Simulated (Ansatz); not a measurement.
# Σ11 (113) boundary in fcc Ir with Zr (substitutional): structure and resistance, part 2 of 2

Aim: the relaxed structure and the specific resistance of the Σ11 (113) boundary in fcc Ir with Zr (substitutional).

Ansatz 0.2.0; Ansatz plane-wave DFT, PBE, PAW files; relaxation of a bicrystal slab with its lowest layers held; PAW set soft_1 (the session's first sound run).

So far. Step 2 (Relaxing the bicrystal): The largest force component on a free atom ends at 0.014 eV/Å, under the tolerance of 0.03, after 7 steps.

### 3. Transmission across the boundary

Bulk layers of each grain are laid under and over the relaxed boundary, and a lead is named in the middle of each, away from the free faces. The mesh across the current, 24×24, is finer than the density's, because channels open and close sharply across the zone. Energies from -0.1 to 0.1 eV in steps of 0.05 eV are too few for the program's thermal sum, so it prints no conductance; for a metal the transmission near the Fermi level serves, at a fraction of the cost.

This step: Ansatz plane-wave DFT, PBE, PAW files; ballistic transport by layer matching (Landauer), zero bias; boundary relaxed in a short slab, bulk layers laid on; PAW set soft_1 (Ansatz 0.2.0).

System of this step: Σ11 (113) boundary in fcc Ir with Zr (substitutional). The cell holds 38 atoms: 37 Ir and 1 Zr. Its edges and angles: a = 2.715 Å, b = 4.702 Å, c = 51.442 Å, α = 90.0°, β = 90.0°, γ = 73.2°. It derives from Ir. Regions: lower grain, 15 atoms (15 Ir); boundary, 11 atoms (10 Ir and 1 Zr); upper grain, 12 atoms (12 Ir). Vacuum lies along c.

Input file input.yaml:

```yaml
crystal:
  lattice:
    - [2.7148657757, 0.0, 0.0]
    - [1.3574328878, 4.5020955671, 0.0]
    - [0.0, 0.0, 51.442332299]
  atoms:
    - { symbol: Ir, position: [5.4545454543, -10.9090909089, 0.0777569722] }
    - { symbol: Ir, position: [5.1818181816, -10.3636363634, 0.1002602803] }
    - { symbol: Ir, position: [4.9090909089, -9.818181818, 0.1227635885] }
    - { symbol: Ir, position: [4.6363636361, -9.2727272725, 0.1452668966] }
    - { symbol: Ir, position: [4.3636363634, -8.7272727271, 0.1677702048] }
    - { symbol: Ir, position: [4.0909090907, -8.1818181816, 0.190273513] }
    - { symbol: Ir, position: [3.818181818, -7.6363636362, 0.2127768211] }
    - { symbol: Ir, position: [3.5454545453, -7.0909090908, 0.2352801293] }
    - { symbol: Ir, position: [3.2727272726, -6.5454545453, 0.2577834375] }
    - { symbol: Ir, position: [2.9999999999, -5.9999999999, 0.2802867456] }
    - { symbol: Ir, position: [2.7272727272, -5.4545454544, 0.3027900538] }
    - { symbol: Ir, position: [2.4545454544, -4.909090909, 0.325293362] }
    - { symbol: Ir, position: [2.1818181817, -4.3636363635, 0.3477966701] }
    - { symbol: Ir, position: [1.909090909, -3.8181818181, 0.3702999783] }
    - { symbol: Ir, position: [1.6363636363, -3.2727272726, 0.3928032864] }
    - { symbol: Ir, position: [0.3636363636, 0.2727272728, 0.4153065946] }
    - { symbol: Ir, position: [0.0918644749, 0.8162710503, 0.4377056513] }
    - { symbol: Ir, position: [0.8194865433, 0.3610269133, 0.4614610295] }
    - { symbol: Ir, position: [0.5472110972, 0.9055778057, 0.4834082102] }
    - { symbol: Ir, position: [0.2751295041, 0.4497409919, 0.5060159195] }
    - { symbol: Zr, position: [0.0086268427, -0.0172536853, 0.5336183059] }
    - { symbol: Ir, position: [0.2754365504, 0.4491268992, 0.5613270303] }
    - { symbol: Ir, position: [0.5478765547, 0.9042468905, 0.5837817094] }
    - { symbol: Ir, position: [0.8208737634, 0.3582524732, 0.6055852338] }
    - { symbol: Ir, position: [0.0936386582, 0.8127226835, 0.6299564223] }
    - { symbol: Ir, position: [0.3655938526, 0.2688122948, 0.6522033299] }
    - { symbol: Ir, position: [1.6383211253, -3.2766422506, 0.674706638] }
    - { symbol: Ir, position: [1.911048398, -3.8220967961, 0.6972099462] }
    - { symbol: Ir, position: [2.1837756707, -4.3675513415, 0.7197132544] }
    - { symbol: Ir, position: [2.4565029434, -4.913005887, 0.7422165625] }
    - { symbol: Ir, position: [2.7292302162, -5.4584604324, 0.7647198707] }
    - { symbol: Ir, position: [3.0019574889, -6.0039149779, 0.7872231789] }
    - { symbol: Ir, position: [3.2746847616, -6.5493695233, 0.809726487] }
    - { symbol: Ir, position: [3.5474120343, -7.0948240688, 0.8322297952] }
    - { symbol: Ir, position: [3.820139307, -7.6402786142, 0.8547331034] }
    - { symbol: Ir, position: [4.0928665797, -8.1857331596, 0.8772364115] }
    - { symbol: Ir, position: [4.3655938524, -8.7311877051, 0.8997397197] }
    - { symbol: Ir, position: [4.6383211251, -9.2766422505, 0.9222430278] }
kpoints:
  mp_grid: { grid: [10, 10, 1] }
hamiltonian:
  xc: pbe
  pseudopotentials: { kind: paw, azcp: { folder: soft_1 } }
scf:
  occupations: { method: fermi_dirac, width: 0.1 }
output:
  transmission:
    leads: [[8, 9], [30, 31]]
    kmesh: [24, 24]
    e_range: [-0.1, 0.1]
    de: 0.05
  write_potential: true
  write_density: true
  volumetric_format: npy
  elf: true
```

Run with:

```bash
ansatz run input.yaml --threads 4 --pin off --max-ram 15360MiB --backend cpu --events-out ev --progress --plain --runs-dir out
```

Numbers of over 12 decimals in the logs are rounded to 6 here.

What it wrote:

```text
[...]
Crystal: 38 atoms, lattice volume = 628.758 Å³
Basis set: ecut = 420 eV, 12341 PW (Γ)
Bands: 385, of which v1, the nominal top of the filled ones, is band 321 counted from 1 (320 counted from 0)
Symmetry: 2 space group operations
[...]
k-points: 31 of 100 (time reversal used)
[...]
SCF iter   1: F=—  HF=-445849.038993 eV  |F-HF|=—  |Δ(HF+E_count)|=         —  Δρ=5.18e-2  dr2=3.24e2  ethr=3.10e-3  ⟨swp⟩=6.2  Hψ=40845  notcnv=0  defer=215
[...]
SCF iter  11: F=-445843.747886 eV  HF=-445843.747886 eV  |F-HF|=3.68e-8  |Δ(HF+E_count)|=   1.55e-7  Δρ=2.95e-6  dr2=8.81e-8  ethr=1.56e-11  ⟨swp⟩=10.5  Hψ=50777  notcnv=0
SCF 1 converged in 11 iterations: F = -445843.747886 eV  dr2 = 8.81e-8
[...]
transmission: 1099 of 10990 steps passed
transmission: 2198 of 10990 steps passed
[...]
transmission: 10990 of 10990 steps passed
WARN: The output density's exchange-correlation potential varies sharply where the density is thin. Do not read a vacuum level from v_tot or v_xc, or from such a field of the output density. On a cell that repeats whose density bears no net charge and no dipole along the vacuum's axis use v_es (v_loc + v_h of the components); under efield.dipole_correction with no amplitude use v_es + v_field, which holds any externa [...]
SCF converged after 11 iterations
Free energy (F): -445843.747886 eV
[...]
Internal energy: -445842.518531 eV  (E = F + TS)
E sigma→0 (E₀):  -445843.133208 eV
Entropy (-TS):   -1.229355 eV (-32.351 meV/atom)
Fermi energy:    21.224359 eV
[...]
--- Band table (eV; the first three rows and the last of 31) ---
  k-point 0: bands = [... 317 lower, 20.3962, 20.4565, 20.5232, 20.5256, 20.5902, 20.6911, 20.8919, 20.9141, ... 60 higher]
  k-point 1: bands = [... 317 lower, 20.4432, 20.5095, 20.5193, 20.5313, 20.6583, 20.7165, 20.7220, 20.8319, ... 60 higher]
  k-point 2: bands = [... 317 lower, 20.4929, 20.5295, 20.5797, 20.6023, 20.6270, 20.7356, 20.7517, 20.8015, ... 60 higher]
  k-point 30: bands = [... 317 lower, 22.0810, 22.0990, 22.1125, 22.1341, 22.1788, 22.2190, 22.2493, 22.2684, ... 60 higher]
--- Transmission ---
  basis      : 107 plane waves across, 70 finite elements along
  points     : 157, standing for a mesh of 24 x 24
  energies   : 5 from -0.100000 to 0.100000 eV about the Fermi level, 0.050000 eV apart; the leads are filled to 0.000000 eV, and channels, transmission and decay are at 0.000000 eV
  crystal 0  : Ir2, at the sites [8, 9], period 2.3152 Å, over 18.52 Å; its Hamiltonian steps by up to 17.6 meV
    offset         : up to 0.0000 Å between an atom of the period and one for which it stands
    channels       : 3.315972e0 a spin
    conductance    : none, the energies end too early or step too widely for 300 K: set another output.transmission.e_range or a lower de, or, where they end at an eighth of basis.ecutwfc, a higher one
[...]
channels       : 3.315972e0 a spin
[...]
junction   : crystal 0 to crystal 1, 12.68 to 38.76 Å
    transmission   : 9.711055e-1 a spin
[...]
```

The job ended after 14 min (4 threads of Arm Neoverse V2, shared host; peak memory 9.7 GiB; 49 min of CPU time).

Numbers from this step:

| Property | Result |
| --- | --- |
| free energy | -445843.7479 eV |
| energy at zero smearing | -445843.1332 eV |
| Fermi energy | 21.22 eV |
| cell area | 12.22 Å² |
| transmission per spin nearest the Fermi level | 0.9711 |
| open channels per spin nearest the Fermi level | 3.316 |
| open channels per spin, upper lead | 3.316 |
| step of the lead's potential | 17.6 meV |
| step of the upper lead's potential | 19.9 meV |

Per spin. The transmission, zone mean by energy, zero at the Fermi level:

| energy (eV) | transmission, zone mean |
| --- | --- |
| -0.1000 | 0.968 |
| -0.0500 | 0.972 |
| 0.0000 | 0.971 |
| 0.0500 | 0.954 |
| 0.1000 | 0.940 |

Per spin. Table of open channels, zone mean by energy, zero at the Fermi level:

| energy (eV) | lead | upper lead |
| --- | --- | --- |
| -0.1000 | 3.15 | 3.16 |
| -0.0500 | 3.26 | 3.25 |
| 0.0000 | 3.32 | 3.32 |
| 0.0500 | 3.34 | 3.35 |
| 0.1000 | 3.34 | 3.34 |

Transmission over k1 and k2. At 0.0000 eV from the Fermi level.

Ten even steps from '0' (0.03) to '9' (2.38):
```
999424654757564553413499
998425535746563633312319
984456334746632822223318
433566554533325622211213
544555665622233421110113
543424433853111421000014
534424432631122310000004
488431322412333310000013
999431222423443410000013
999422212334444410000118
999331111334344410000219
991311001444344410011319
991200001444343311113399
981100001444443321222499
931000001434432422213499
431000001333321422313488
540000001322113623442443
541000012411135833442434
531101112433222656655544
431211222652333545566533
981332222823664743365448
991321333636564753552489
999431435546575745642499
999434464747674746443499
```
Columns: k1 (b1) from -0.5 to 0.458; rows upwards: k2 (b2) from -0.5 to 0.458.

Open channels over k1 and k2. At 0.0000 eV from the Fermi level.

Ten even steps from '_' (1.00) to '@' (6.00):
```
******%%==**======%%%%@@@@@@%%**==****====**==**
******%%::::====**%%%%@@@@@@**********====**::==
==**==%%::::::====%%%%@@@@%%********====**==::==
::::==@@::::======****%%%%**%%******====**==::::
====%%@@::::======******%%%%%%****======::==::::
======%%::**********%%%%**========::::::::==::::
==::==%%==**********%%==========::::::::::==__::
::****%%====********============::::::::====::::
==******======****============::::::::::::==::::
********======================::::::::::::==::==
****==****====::::==========::::::::::::::==::==
****::==**==::::::::====**====::::::::==**==::**
**==::==::::::::::::::==========::::====****==**
**==::==::::::::::::======================******
==::::==::::::::::::============****======******
::::::====::::::::============********====%%****
==::__==::::::::::==========%%**********==%%==::
==::::==::::::::========**%%%%**********::%%====
==::::==::======****%%%%%%******======::::@@%%==
::::::==**====******%%**%%%%****======::::@@==::
====::==**====********%%@@@@%%%%====::::::%%==**
**==::**====**********@@@@@@%%%%**====::::%%****
****==**====****==**%%@@@@@@%%%%======**==%%****
********==****====%%%%@@@@@@%%%%====****==******
```
Columns: k1 (b1) from -0.5 to 0.458; rows upwards: k2 (b2) from -0.5 to 0.458.

Valence density in the ca plane at fractional y = 0.000, with atoms of Ir and Zr within 0.2 Å of it. It is the smooth field of the valence electrons, not physical close to the nuclei.

Ten even steps from '0' (0.2 e/Å³) to '9' (7.0 e/Å³), each cell a mean:
```
11100000001100000000002555200000000001100000
00000000000000001210000232000012100000000000
00000000000000014641000010000146410000000000
00000000000000027972000000000169720000000000
00000000000000015861000000000158610000000000
00000000000000002320000121000023200000000000
01100000001100000000001454100000000001100000
12100000001110000000002555200000000001100000
```
Columns run along c (16.0 Å, from fractional 0.36 to 0.68 of the cell), rows up along a (2.7 Å). Atoms in or near the plane, at fractional coordinates: Zr at (0.53, 0.01).

ELF in the ca plane at fractional y = 0.000, with atoms of Ir and Zr within 0.2 Å of it. It is the smooth field of the valence electrons, not physical close to the nuclei.

Ten even steps from '0' (0.15) to '9' (0.74), each cell a mean:
```
34321001123322221222107959800222122223322100
22222111222222212443203999402344212212222111
11222222222111135763321364123367531111222222
01221232122100147764332111133367741001221232
11222232222101146764331232133367641101222222
12222222222211224553312797202355422112222222
23222101223322221222106989601222112223322101
34321000123422222222008817910222222223321000
```
Columns run along c (16.0 Å, from fractional 0.36 to 0.68 of the cell), rows up along a (2.7 Å). Atoms in or near the plane, at fractional coordinates: Zr at (0.53, 0.01).

Electrostatic potential energy in the ca plane at fractional y = 0.000, with atoms of Ir and Zr within 0.2 Å of it. With pseudopotentials it is smooth inside the atoms' cores, unlike the true potential.

Ten even steps from '0' (-39 eV) to '9' (23 eV), each cell a mean:
```
75689999986579999899984000489998999986679999
87899999988889986568986323689865689998889999
99999999999999962026998767899720269999999999
99999999999999850005899888999500048999999999
99999999999999951015999878999610158999999999
98899999998899974348997534799853479998899999
76789999987689998789985101489987899987789999
64589999975579999999983000379999999975579999
```
Columns run along c (16.0 Å, from fractional 0.36 to 0.68 of the cell; values clipped at the 3rd and 97th percentile), rows up along a (2.7 Å). Atoms in or near the plane, at fractional coordinates: Zr at (0.53, 0.01).

Over the solved energies the transmission per spin lies between 0.940 and 0.972, out of 3.28 channels of the lead on average (up to 3.34).

### 4. Specific resistance

This step: Ansatz plane-wave DFT, PBE, PAW files; ballistic transport by layer matching (Landauer), zero bias; specific resistance of the boundary; PAW set soft_1 (Ansatz 0.2.0).

Numbers from this step:

| Property | Result |
| --- | --- |
| area resistance | 1.161 fΩ m² |
| T over the leads' mean channel count | 0.2927 |

Averaged over the energies near the Fermi level, 29.3 % of the channels pass, which makes 1.16 fΩ m².

By hand, with T and the leads' channels N averaged over the energies near the Fermi level: RA = A (h/2e²)(1/T − ½[1/N₁ + 1/N₂]) = 12.22×10⁻²⁰ m² × 12 906 Ω × (1/0.9612 − ½[1/3.283 + 1/3.285]) = 1.16 fΩ m².

### 5. Outcome

| Item | Value |
| --- | --- |
| specific resistance of the boundary | 1.16 fΩ m² |
| share of channels that pass | 0.293 |

In words: The boundary has a specific resistance of 1.2 fΩ m². The boundary reflects 71 % of the channels; 1.2 fΩ m² is 12×10⁻¹² Ω·cm². One Zr in 12.2 Å² of boundary is a high coverage. Each plane of this narrow cell holds one atom, so the solute fills a whole plane. One starting structure was relaxed; another shift or atom count at the boundary may lie lower. Spin-orbit coupling is left out, which matters for Ir.

[Logs are printed without paths, hosts, clocks, repeated set-up lines and the standing remarks that a program may print on its own settings, such as how far it seeks lower states.]

[Hosts, paths, dates, database ids (printed as entryN), source tags and the programs' standing remarks are cut or masked in the printed files.]
